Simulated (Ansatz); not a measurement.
**Hf under changes of volume**

One of the cells (22.380 Å³/atom); the others are scaled copies at fixed shape and fractional positions:

```
Hf
1.0
     3.19670    0.00000    0.00000
    -1.59835    2.76842    0.00000
     0.00000    0.00000    5.05780
Hf
2
Direct
  0.66667 0.33333 0.75000
  0.33333 0.66667 0.25000
```

| Property | Result |
| --- | --- |
| Program | Ansatz 0.2.0 |
| Functional | PBE |
| Potentials or basis | all-electron LAPW, scalar-relativistic |
| Cutoff | 230 eV (chosen from the basis error) |
| Basis error allowed | 0.0005 eV/atom |
| k mesh | 10 × 10 × 5 |
| Occupations | fermi-dirac, width 0.05 eV |
| Spin | no spin polarisation |

```csv
volume (Å³/atom),energy over the lowest point (meV/atom),pressure (GPa)
21.037,34.52,8.1
21.485,?,?
21.933,4.64,2.9
22.380,0.00,0.6
22.828,1.47,-1.5
23.276,8.53,-3.4
23.723,20.67,-5.1
```

Question: What does the run at 21.485 Å³/atom give?

Answer: Energy over the lowest point 15.94 meV/atom; pressure 5.4 GPa.

Worked out: A Birch-Murnaghan fit of order 3 (a polynomial in V^(-2/3)) to the other rows has its minimum at 22.49 Å³/atom with B0 = V·E''(V) = 107 GPa and B' = 3.4 at fixed shape and positions, which overstates the stiffness. It gives 15.93 meV/atom at 21.485 Å³/atom, against the run's 15.94, and -dE/dV = 5.3 GPa, against 5.4.

Energies are extrapolated to zero smearing.
